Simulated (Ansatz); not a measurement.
NaI under changes of volume

One of the cells (33.899 Å³/atom); the others are scaled copies at fixed shape and fractional positions:

```
CELL_PARAMETERS angstrom
0.00000 3.23640 3.23640
3.23640 0.00000 3.23640
3.23640 3.23640 0.00000
ATOMIC_POSITIONS crystal
I 0.50000 0.50000 0.50000
Na 0.00000 0.00000 0.00000
```

| Item | Value |
| --- | --- |
| Program | Ansatz 0.2.0 |
| Functional | PBE |
| Potentials or basis | all-electron LAPW, scalar-relativistic |
| Cutoff | 146 eV (chosen from the basis error) |
| Basis error allowed | 0.0005 eV/atom |
| k mesh | 7 × 7 × 7 |
| Occupations | fermi-dirac, width 0.05 eV |
| Spin | no spin polarisation |

```csv
volume (Å³/atom),energy over the lowest point (meV/atom),pressure (GPa),gap on the mesh (eV)
31.865,13.86,1.6,3.82
32.543,7.86,1.2,3.76
33.221,3.68,0.8,3.70
33.899,?,?,?
34.577,0.00,0.1,3.59
35.255,0.18,-0.2,3.54
35.933,1.52,-0.4,3.50
```

Question: What does the run at 33.899 Å³/atom give?

Answer: Energy over the lowest point 1.11 meV/atom; pressure 0.4 GPa; gap on the mesh 3.64 eV.

Worked out: A Birch-Murnaghan fit of order 3 (a polynomial in V^(-2/3)) to the other rows has its minimum at 34.81 Å³/atom with B0 = V·E''(V) = 15.1 GPa and B' = 4.7. It gives 1.11 meV/atom at 33.899 Å³/atom, against the run's 1.11, and -dE/dV = 0.4 GPa, against 0.4. A straight line through the other rows of the gap, of slope -2.7 eV per unit of ln V (its deformation potential), gives 3.65 eV, against the run's 3.64.

Energies are extrapolated to zero smearing.

Caveats: spin-orbit coupling is left out, which moves the levels of the heavy elements.
